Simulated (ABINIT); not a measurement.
Runs of ABINIT 10.8.3 (patched build) on Bi. Symmetry: R-3m, No. 166, trigonal system. The conventional cell has a = 4.535 Å, b = 4.535 Å, c = 11.814 Å, α = 90.00°, β = 90.00°, γ = 120.00°. Bi (site symmetry 3m) is surrounded by 6 Bi at 3.06 to 3.52 Å. 

```tsv
task	level	potentials or basis	spin	k mesh	cutoff (eV)	smearing	fine-grid cutoff	most SCF steps	gap on the mesh (eV)	pressure (GPa)	largest force (eV/Å)
band structure	RPBE	JTH PAW PBE v2.0	off	7 × 7 × 7	707	fermi-dirac 0.05 eV	1306.15 eV	-	0.27	3.0	0.24
band structure	PBEsol	JTH PAW PBE v2.0	off	7 × 7 × 7	707	fermi-dirac 0.05 eV	1306.15 eV	-	-	-0.8	0.14
band structure	r2SCAN	JTH PAW PBE v2.0	off	7 × 7 × 7	707	fermi-dirac 0.05 eV	1306.15 eV	-	0.29	0.8	0.04
single point	PBE	SG15 NC PBE v1.2	off	6 × 6 × 6	490	fixed	-	-	none	1.9	0.13
band structure	LDA	JTH PAW PBE v2.0	off	7 × 7 × 7	707	fermi-dirac 0.05 eV	1306.15 eV	-	-	(b)	(a)
single point	HSE06	SG15 NC PBE v1.2	off	6 × 6 × 6	490	fixed	-	60	0.10	-0.8	(c)
band structure	PBE	JTH PAW PBE v2.0	off	6 × 6 × 6	599	fermi-dirac 0.05 eV	1197.3 eV	-	none	(d)	0.13
band structure	PBE	JTH PAW PBE v2.0	SOC, no magnetisation	6 × 6 × 6	599	fermi-dirac 0.05 eV	1197.3 eV	-	none	3.0	0.11
```

Alike in all rows: cell as given.

Task: Estimate the missing entries.

Result: (a) 0.06; (b) -2.0; (c) 0.38; (d) 2.2.

Caveats: the PAW data sets were made with another functional, which shifts forces and pressure a little (some runs); spin-orbit coupling is left out, which moves the levels of the heavy elements (some runs); spin-orbit coupling is left out, which as a rule narrows the gap of such compounds by several tenths of an eV (some runs); the mesh misses the band edges, which the band path finds closer together (some runs); Libxc's HSE differs a little from that of other programs (some runs); the potentials were made for another functional, which shifts forces and pressure (some runs).

A k mesh can miss the band edges, and rows without SOC leave out spin-orbit coupling on Bi.

A gap of «none» marks a metal or a gap under the smearing width.
